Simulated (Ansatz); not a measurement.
CdTe (F-43m): from strained cells to moduli

```yaml
crystal:
  lattice:
    - [0.00000, 3.24465, 3.24465]
    - [3.24465, 0.00000, 3.24465]
    - [3.24465, 3.24465, 0.00000]
  atoms:
    - { symbol: Cd, position: [0.00000, 0.00000, 0.00000] }
    - { symbol: Te, position: [0.75000, 0.75000, 0.75000] }
```

Conventional cell: a = 6.489 Å, b = 6.489 Å, c = 6.489 Å, α = 90.00°, β = 90.00°, γ = 90.00°. Cd (atom 1) has 4 Te at 2.81 Å as nearest neighbours. Te (atom 2) is surrounded by 4 Cd at 2.81 Å.

Level of theory, where no other is named: PBEsol, all-electron LAPW in Ansatz 0.2.0, scalar-relativistic. k mesh 6×6×6, fixed occupations, basis error target 1 meV/atom. The cell was relaxed by PAW under this functional.

The cell is cubic and carries a residual pressure of 0.03 GPa at this level. Each strain component that symmetry leaves independent is applied at ±0.005 and ±0.01, the ions relax wherever a strain frees them, and the stress (tension positive, GPa) is read. Shears are engineering strains, γ = 2ε.

```tsv
strain	size	σxx	σyy	σzz	σyz	σxz	σxy
xx	-0.01	-0.5646	-0.3978	-0.3978	0.0000	0.0000	0.0000
xx	-0.005	-0.2947	-0.2097	-0.2097	0.0000	0.0000	0.0000
xx	+0.005	0.2356	0.1477	0.1477	0.0000	0.0000	0.0000
xx	+0.01	0.4959	0.3172	0.3172	0.0000	0.0000	0.0000
yz	-0.01	-0.0270	-0.0279	-0.0279	-0.1984	0.0000	0.0000
yz	-0.005	-0.0277	-0.0279	-0.0279	-0.0992	0.0000	0.0000
yz	+0.005	-0.0277	-0.0279	-0.0279	0.0992	0.0000	0.0000
yz	+0.01	-0.0270	-0.0279	-0.0279	0.1984	0.0000	0.0000
```

The slope is [8(σ(+δ) − σ(−δ)) − (σ(+2δ) − σ(−2δ))]/(12δ), and the program imposes the crystal's symmetry on the matrix.

What are the independent elastic constants?

C11 = 53.0, C12 = 35.7, C44 = 19.8 GPa.

Do they meet the Born conditions?

C11 − C12 = 17.3, C11 + 2C12 = 124.5 and C44 = 19.8 GPa must all be positive, so the crystal is elastically stable; that says nothing yet of its phonons.

What moduli does a random aggregate of grains have?

B = (C11 + 2C12)/3 = 41.5 GPa. G_V = (C11 − C12 + 3C44)/5 = 15.4 and G_R = 5(C11 − C12)C44/(4C44 + 3(C11 − C12)) = 13.1, so G_H = 14.2 GPa. Then E = 9BG/(3B + G) = 38.3 GPa, ν = (3B − 2G)/(6B + 2G) = 0.346 and B/G = 2.92, on the ductile side of Pugh's 1.75 (a rule of thumb, made for metals; it doesn't predict ductility here).

With the density of 5.834 g/cm³, how fast does sound travel, and what Debye temperature follows?

| direction | slow (m/s) | middle (m/s) | fast (m/s) |
| --- | --- | --- | --- |
| [100] | 1844 | 1844 | 3015 |
| [110] | 1218 | 1844 | 3318 |
| [111] | 1457 | 1457 | 3413 |

The mean of v⁻³ over directions and branches gives v_m = 1737 m/s and θ_D = (ħ/k_B) v_m (6π²n)^(1/3) = 159 K, n being atoms per volume. Young's modulus spans 24 to 51 GPa over directions, and the universal anisotropy index is 0.88.

How far do the constants move if PAW replaces LAPW in the same cell?

```tsv
constant	LAPW (GPa)	PAW (GPa)	difference
C11	53.0	52.9	-0.1
C12	35.7	35.7	0.0
C44	19.8	19.8	0.0
```

Known limits: constants at zero field, no piezoelectric stiffening; the frozen-core PAW files of the compared runs were fitted under PBE, their cores solved anew for this functional.
